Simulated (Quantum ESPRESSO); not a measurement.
Crystal: KCl (Sylvite).

```
K Cl
1.0
     0.00000    3.14647    3.14647
     3.14647    0.00000    3.14647
     3.14647    3.14647    0.00000
K Cl
1 1
Direct
  0.00000 0.00000 0.00000
  0.50000 0.50000 0.50000
```

Base run:

| Item | Value |
| --- | --- |
| Program | Quantum ESPRESSO 7.5 |
| Functional | WC |
| Potentials or basis | GBRV 1.5 PBE |
| Cutoff | 612 eV |
| Density cutoff | 4898 eV |
| k mesh | 6 × 6 × 6, shifted |
| Occupations | fermi-dirac, width 0.05 eV |
| Spin | no spin polarisation |

Its results: pressure -0.4 GPa; electronic dielectric tensor (diagonal) 2.35.

The run is repeated on the same cell with these changes: functional from WC to BLYP. What comes out?

Pressure 1.3 GPa; electronic dielectric tensor (diagonal) 2.31.

BLYP binds less tightly than WC, so the same cell stands under more pressure.

Caveats: the potentials were made for another functional, which shifts forces and pressure.
